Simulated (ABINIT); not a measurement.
Runs of ABINIT 10.8.3 (patched build) on KCl (Sylvite). Symmetry: Fm-3m, No. 225, cubic system. Conventional cell: a = 6.293 Å, b = 6.293 Å, c = 6.293 Å, α = 90.00°, β = 90.00°, γ = 90.00°. K (site symmetry m-3m) is surrounded by 6 Cl at 3.15 Å. Around Cl (site symmetry m-3m) lie 6 K at 3.15 Å. 

```csv
task,level,potentials or basis,cell,k mesh,cutoff (eV),smearing,cell freedom (optcell),optimiser (ionmov),cutoff smearing ecutsm (Ha),force stop (Ha/bohr),cutoff of the screening (Ha),mesh quality,gap on the mesh (eV),pressure (GPa)
single point,LDA,PseudoDojo NC SR LDA v0.4.1 standard,as given,5 × 5 × 5,871,fermi-dirac 0.05 eV,-,-,-,-,-,not flagged,4.74,-2.0
relaxation of cell and atoms,PBE,PseudoDojo NC SR PBE v0.4.1 standard,relaxed,5 × 5 × 5,1007,fermi-dirac 0.05 eV,2,2,0.5,2e-05,-,not flagged,(a),0.0
single point,LDA,PseudoDojo NC SR LDA v0.4.1 standard,as given,5 × 5 × 5,980,fermi-dirac 0.05 eV,-,-,-,-,-,not flagged,4.74,-2.0
single point,PBEsol,PseudoDojo NC SR PBEsol v0.4.1 standard,as given,5 × 5 × 5,898,fermi-dirac 0.05 eV,-,-,-,-,-,not flagged,5.03,-0.5
```

Alike in all rows: no spin polarisation.

**Question.** Fill in the values left out.

**Answer.** (a) 5.05.

Caveats: an odd mesh through Γ misses points on the zone boundary, where band edges often lie.

Not every run made on this cell is shown here.
